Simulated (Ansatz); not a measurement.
zinc blende ZnTe; conventional cell a = 5.9965 Å, b = 5.9965 Å, c = 5.9965 Å, α = 90.00°, β = 90.00°, γ = 90.00°.

Dynamical quadrupoles are not included in the interpolation of the phonons between the solved wave vectors. Spin-orbit coupling is not included.

Problem. By how much do the lattice constants and the volume change from 300 K to 800 K (the quasi-harmonic free energy, LDA in Ansatz, an electronic-structure program), and how far does the bulk modulus soften?

Solution. a by 0.46 %, the volume by 1.40 %; B_T goes from 52.4 to 47.4 GPa. No phase change or melting is allowed for: the numbers belong to this structure as given.

The PAW data sets were generated under PBE and serve the other functionals too.
